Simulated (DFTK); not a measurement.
# NiO (Pm-3m) in DFTK: reference runs

Reference runs on NiO: the cell as given.

Program: DFTK 0.8.2. These are calculated values, not measurements. Logs are shortened: lines on timing, memory, paths and dates and some standing lists are left out, and cuts for length are marked.

**1. Starting point**

It takes space group Pm-3m (No. 221, cubic). Conventional cell: a = 2.505 Å, b = 2.505 Å, c = 2.505 Å, α = 90.00°, β = 90.00°, γ = 90.00°. Ni (site symmetry m-3m) has 8 O at 2.17 Å as nearest neighbours. O (site symmetry m-3m) has 8 Ni at 2.17 Å as nearest neighbours.

Measurements of this composition are mostly on another form, of space group No. 225.

**2. Single point, PBE, collinear spin, ferromagnetic start**

run.jl reads:

```julia
using DFTK
using PseudoPotentialData
using Unitful, UnitfulAtomic
using LinearAlgebra, Printf
include("save.jl")
disable_threading()

# lattice vectors are the columns
lattice = austrip(1u"Å") * [    2.50461538            0.0            0.0;
                      0.0     2.50461538            0.0;
                      0.0            0.0     2.50461538]
symbols   = [:Ni, :O]
positions = [[0.0, 0.0, 0.0],
             [0.5, 0.5, 0.5]]
pseudopotentials = PseudoFamily("dojo.nc.sr.pbe.v0_4_1.standard.upf")
elements = Dict(s => ElementPsp(s, pseudopotentials) for s in unique(symbols))
atoms    = [elements[s] for s in symbols]
magnetic_moments = [1.0, 0.0]

build_model(lattice, positions; symmetries=true) =
    model_DFT(lattice, atoms, positions;
              functionals=PBE(),
              magnetic_moments,
              spin_polarization=:collinear,
              temperature=austrip(0.05u"eV"),
              smearing=Smearing.FermiDirac(),
              symmetries)
Ecut  = 49.0  # hartree
kgrid = [11, 11, 11]
tol   = 1e-6
to_GPa = ustrip(uconvert(u"GPa", 1u"hartree/bohr^3"))

model = build_model(lattice, positions)
basis = PlaneWaveBasis(model; Ecut, kgrid)
display(basis)
scfres = self_consistent_field(basis;
                               tol,
                               ρ=guess_density(basis, magnetic_moments),
                               nbandsalg=AdaptiveBands(model; n_bands_converge=17))
display(scfres.energies)
@printf "Fermi level: %.6f eV\n" ustrip(auconvert(u"eV", something(scfres.εF, NaN)))
forces = compute_forces_cart(scfres)
println("Forces (eV/Å)")
for (s, f) in zip(symbols, forces)
    @printf "%-3s %12.6f %12.6f %12.6f\n" s ustrip.(auconvert.(u"eV/Å", f))...
end
stress = compute_stresses_cart(scfres)
println("Stress (GPa)")
display(round.(stress * to_GPa; digits=4))
@printf "Total moment: %.4f μB\n" sum(spin_density(scfres.ρ)) * scfres.basis.dvol
println("Levels at the first k-point (eV): ", round.(ustrip.(auconvert.(u"eV", scfres.eigenvalues[1][1:scfres.n_bands_converge])); digits=4))
save_scf!(scfres; forces, stress)
```

Potentials or basis: dojo.nc.sr.pbe.v0_4_1.standard.upf (PBE).

Launch:

```sh
> julia --threads=1 run.jl  # save.jl only writes the numbers to a file and isn't shown; printed stress counts tension as positive; times include loading and compiling
```

The program printed:

```text
PlaneWaveBasis discretization:

    Ecut                 : 49.0 Ha
    fft_size             : (32, 32, 32), 32768 total points
    kgrid                : MonkhorstPack([11, 11, 11])
    num.   red. kpoints  : 1331
    num. irred. kpoints  : 56

    Discretized Model(gga_x_pbe+gga_c_pbe, 3D):
        lattice (in Bohr)    : [4.73304   , 0         , 0         ]
                               [0         , 4.73304   , 0         ]
                               [0         , 0         , 4.73304   ]
        unit cell volume     : 106.03 Bohr³

        atoms                : NiO
        pseudopot. family    : PseudoFamily("dojo.nc.sr.pbe.v0_4_1.standard.upf")

        num. electrons       : 24
        spin polarization    : collinear
        temperature          : 0.0018375 Ha
        smearing             : DFTK.Smearing.FermiDirac()

        terms                : Kinetic()
                               AtomicLocal()
                               AtomicNonlocal()
                               Ewald(nothing)
                               PspCorrection()
                               Hartree()
                               Xc(gga_x_pbe, gga_c_pbe)
                               Entropy()
n     Energy            log10(ΔE)   log10(Δρ)   Magnet   |Magn|   Diag   Δtime
---   ---------------   ---------   ---------   ------   ------   ----   ------
  1   -184.2134869870                   -0.85    1.234    1.234    3.9    5.11s
  2   -184.2410129165       -1.56       -1.25    1.232    1.248    1.0    2.19s
  3   -184.2433812206       -2.63       -1.54    1.231    1.264    2.4    3.11s
  4   -184.2434592168       -4.11       -1.97    1.260    1.301    1.0    2.03s
  5   -184.2435057095       -4.33       -2.08    1.285    1.326    1.0    1.95s
  6   -184.2435284953       -4.64       -2.13    1.315    1.356    1.0    1.95s
  7   -184.2435606455       -4.49       -2.21    1.377    1.420    1.2    1.99s
  8   -184.2436325630       -4.14       -2.56    1.579    1.632    2.1    2.51s
  9   -184.2436502929       -4.75       -3.02    1.666    1.724    2.0    3.01s
 10   -184.2436510134       -6.14       -3.32    1.657    1.713    1.3    2.06s
 11   -184.2436509610   +   -7.28       -3.21    1.677    1.734    2.4    2.53s
 12   -184.2436511589       -6.70       -3.71    1.662    1.718    2.3    2.50s
 13   -184.2436511710       -7.92       -3.74    1.667    1.724    2.3    2.52s
 14   -184.2436511816       -7.97       -4.38    1.663    1.720    1.8    2.82s
 15   -184.2436511832       -8.78       -4.59    1.664    1.720    1.8    2.31s
 16   -184.2436511843       -8.98       -5.22    1.664    1.721    1.5    2.11s
 17   -184.2436511845       -9.63       -5.71    1.664    1.721    2.2    2.58s
 18   -184.2436511845   +  -10.43       -5.85    1.664    1.721    1.5    2.09s
 19   -184.2436511845      -10.88       -6.40    1.664    1.721    1.1    1.99s
Energy breakdown (in Ha):
    Kinetic             90.4866665
    AtomicLocal         -149.5361754
    AtomicNonlocal      -29.2080034
    Ewald               -126.2028200
    PspCorrection       5.8308802
    Hartree             50.0332662
    Xc                  -25.6465719
    Entropy             -0.0008933

    total               -184.243651184499
Fermi level: 10.966310 eV
Forces (eV/Å)
Ni      0.000000    -0.000000    -0.000000
O       0.000000    -0.000000    -0.000000
Stress (GPa)
3×3 StaticArraysCore.SMatrix{3, 3, Float64, 9} with indices SOneTo(3)×SOneTo(3):
 -29.5337    0.0       0.0
   0.0     -29.5337    0.0
   0.0       0.0     -29.5337
Total moment: 1.6640 μB
Levels at the first k-point (eV): [-93.232, -53.6268, -53.6268, -53.6268, -10.342, 6.8184, 6.8184, 7.9096, 7.9096, 7.9096, 9.0871, 9.0871, 9.0871, 12.7271, 27.466, 27.466, 33.0321]
```

It took 95 s on 1 thread of AMD EPYC 9R45 (Zen 5), shared host; peak memory 1.9 GiB.

Results:

```
Free energy            : -5013.5252 eV
Pressure               : 29.5 GPa
Band gap on the k mesh : none (metal or under the smearing width)
Net moment             : 1.66 μB per cell
Absolute moment        : 1.72 μB per cell
Site moments           : Ni +1.23; O +0.43 μB
```

Caveat: a pressure of tens of GPa on the cell as given is suspect, and the run, the potentials or the cell itself is likely at fault; a cell with one magnetic atom can't hold antiferromagnetic order, which such compounds often take; semilocal functionals often make such compounds metallic where correlation or magnetic order opens a gap, which also shifts bond lengths. With open d or f shells a metallic result of PBE can be an artefact of self-interaction; +U or a hybrid may open a gap.
